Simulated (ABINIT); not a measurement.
Runs of ABINIT 10.8.3 (patched build) on SnTe. The structure is cubic, space group Fm-3m (No. 225). The conventional cell has a = 6.302 Å, b = 6.302 Å, c = 6.302 Å, α = 90.00°, β = 90.00°, γ = 90.00°. Te (site symmetry m-3m) has 6 Sn at 3.15 Å as nearest neighbours. Around Sn (site symmetry m-3m) lie 6 Te at 3.15 Å. 

```csv
level,potentials or basis,cutoff (eV),inner loops (nnsclo),screening length of exact exchange (1/bohr),other keys,pressure (GPa)
HSE06,SPMS NC PBE v1.0,707,-,-,-,(a)
HSE06,SPMS NC PBE v1.0,707,2,0.08,nnsclo = 2; nband = 35; hyb_range = 0.08,-1.4
PBE0,SPMS NC PBE v1.0,707,-,-,-,0.2
HSE06,PseudoDojo NC SR PBE v0.4.1 standard,952,-,-,-,0.9
```

Alike in all rows: task single point; no spin polarisation; cell as given; k mesh 3 × 3 × 3; smearing fermi-dirac 0.05 eV; the mesh is coarse, so values aren't converged.

Q: Estimate the missing entries.

A: (a) 0.6.

Caveats: all runs use coarse meshes; the potentials were made for another functional, which shifts forces and pressure; Libxc's HSE differs a little from that of other programs (some runs).

Runs at the PBE level aren't shown here.
